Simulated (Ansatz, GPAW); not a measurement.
**Pb: programs and potentials compared**

```
CELL_PARAMETERS angstrom
0.00000 2.47502 2.47502
2.47502 0.00000 2.47502
2.47502 2.47502 0.00000
ATOMIC_POSITIONS crystal
Pb 0.00000 0.00000 0.00000
```

Alike in all runs: task single point; functional PBE; k mesh 9 × 9 × 9; occupations gaussian, width 0.023 eV; no spin polarisation; no spin-orbit coupling. Pressure is positive in compression and, in plane waves, holds the error of the finite cutoff, which Ansatz's Pulay term estimates and takes out.

```csv
program and potentials,plane-wave cutoff (eV),notes,pressure (GPa)
"Ansatz, Ansatz PAW",420,Pulay term of +0.02 GPa included,2.25
"Ansatz, all-electron LAPW, scalar-relativistic",-,-,?
"GPAW, GPAW PAW data sets (gpaw-data 1.2.1)",600,-,2.00
```

Task: Estimate from the other rows what the run with Ansatz, all-electron LAPW, scalar-relativistic gave.

Result: Pressure 2.26 GPa. The other rows, which needn't bracket it: pressure 2.00 to 2.25.
